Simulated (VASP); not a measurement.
Wanted: the native input for a VASP 6.6.1 run.

* Task: single point
* Functional: PBE
* Potentials or basis: VASP PAW PBE potentials, release 64 (Lu)
* Cutoff: 520 eV
* k mesh: 8 × 8 × 8
* Occupations: gaussian, width 0.05 eV
* Spin: no spin polarisation
* Dipole correction: no
* Further INCAR settings: ALGO = Normal; EDIFF = 1e-06; NBANDS = 18

The structure of Lu lies in POSCAR:

```
Lu
1.0
    0.0000000000      2.4573884971      2.4573884971
    2.4573884971      0.0000000000      2.4573884971
    2.4573884971      2.4573884971      0.0000000000
Lu
1
Direct
    0.0000000000      0.0000000000      0.0000000000
```

The cell was built by a generator and needn't be a form met in nature.

The input as run:

INCAR

```
ALGO     = Normal         # electronic algorithm
EDIFF    = 1E-6           # SCF threshold, eV
ENCUT    = 520            # plane-wave cutoff, eV
GGA      = PE             # functional
ISIF     = 2              # what is computed and relaxed
ISMEAR   = 0              # smearing method
LASPH    = True           # aspherical terms in the spheres
LCHARG   = False          # write CHGCAR
LREAL    = False          # projectors in reciprocal space
LWAVE    = False          # write WAVECAR
NBANDS   = 18             # bands
NELM     = 100            # most SCF steps
PREC     = Accurate       # precision mode
SIGMA    = 0.05           # smearing width, eV
```

KPOINTS

```
k-points
0
Gamma
  8 8 8
```

Potentials or basis: VASP PAW PBE potentials, release 64 (Lu).

Command:

```console
$ cat potpaw_PBE.64/Lu/POTCAR > POTCAR
$ mpirun -np 1 vasp_std > vasp.out
```

Results of the run:

```yaml
Pressure: -1.3 GPa
Band_gap_on_the_k_mesh: none (metal or under the smearing width)
```

Run time: 8.4 s on 1 thread of Intel(R) Xeon(R) 6975P-C (Granite Rapids), with other jobs on the host, peak memory 0.17 GiB.
